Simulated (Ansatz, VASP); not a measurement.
## NaI: VASP beside Ansatz

File POSCAR:

```
NaI
1.0
    0.0000000000      3.5431916648      3.5431916648
    3.5431916648      0.0000000000      3.5431916648
    3.5431916648      3.5431916648      0.0000000000
Na I
1 1
Direct
    0.0000000000      0.0000000000      0.0000000000
    0.2500000000      0.2500000000      0.2500000000
```

File INCAR.step1:

```
SYSTEM = NaI
PREC = Accurate
ENCUT = 520
ISMEAR = 0
SIGMA = 0.01
LREAL = .False.
LASPH = .True.
NELM = 100
NBANDS = 14
GGA = PE
ALGO = Normal
EDIFF = 1E-4
LWAVE = .True.
LCHARG = .False.
```

The input INCAR.step2:

```
SYSTEM = NaI
PREC = Accurate
ENCUT = 520
EDIFF = 1E-7
ISMEAR = 0
SIGMA = 0.01
LREAL = .False.
LASPH = .True.
NELM = 100
ALGO = Normal
ISIF = 2
LWAVE = .False.
LCHARG = .False.
METAGGA = R2SCAN
LMIXTAU = .True.
NBANDS = 14
ISTART = 1
```

The input KPOINTS:

```
regular mesh
0
Gamma
  2 2 2
  0 0 0
```

Input for Ansatz:

```yaml
crystal:
  lattice:
    - [0.0, 3.5431916648, 3.5431916648]
    - [3.5431916648, 0.0, 3.5431916648]
    - [3.5431916648, 3.5431916648, 0.0]
  atoms:
    - { symbol: Na, position: [0.0, 0.0, 0.0] }
    - { symbol: I, position: [0.25, 0.25, 0.25] }
kpoints:
  mp_grid: { grid: [2, 2, 2] }
hamiltonian:
  xc: r2scan
scf:
  occupations: { method: fixed }
  n_extra_bands: 4
output:
  forces: true
  stress: true
  eigenvalues: true
```

Alike in both runs: task single point; functional r2SCAN; k mesh 2 × 2 × 2; no spin polarisation.

|  | VASP | Ansatz |
| --- | --- | --- |
| version | VASP 6.6.1 | Ansatz 0.2.0 |
| potentials or method | VASP PAW PBE potentials, release 64 (Na_pv, I) | plane waves |
| plane-wave cutoff (eV) | 520 | 500 |
| occupations | gaussian, width 0.01 eV | fixed |
| valence electrons in the cell | 14 | 26 |

|  | VASP | Ansatz | Ansatz less VASP |
| --- | --- | --- | --- |
| gap on the k mesh at the Fermi level (eV) | 4.39 | 4.39 | -0.006 |
| pressure (GPa) | 0.7 | 0.7 | +0.09 |

The two sets of potentials don't hold the same shells in valence.

Caveats: the k mesh is coarse (spacing up to 0.77 Å⁻¹), so the values aren't converged; the PAW data sets were made with another functional, which shifts forces and pressure a little (VASP); spin-orbit coupling is left out, which moves the levels of the heavy elements. r2SCAN opens gaps a little over a GGA but as a rule still falls short of measured ones.
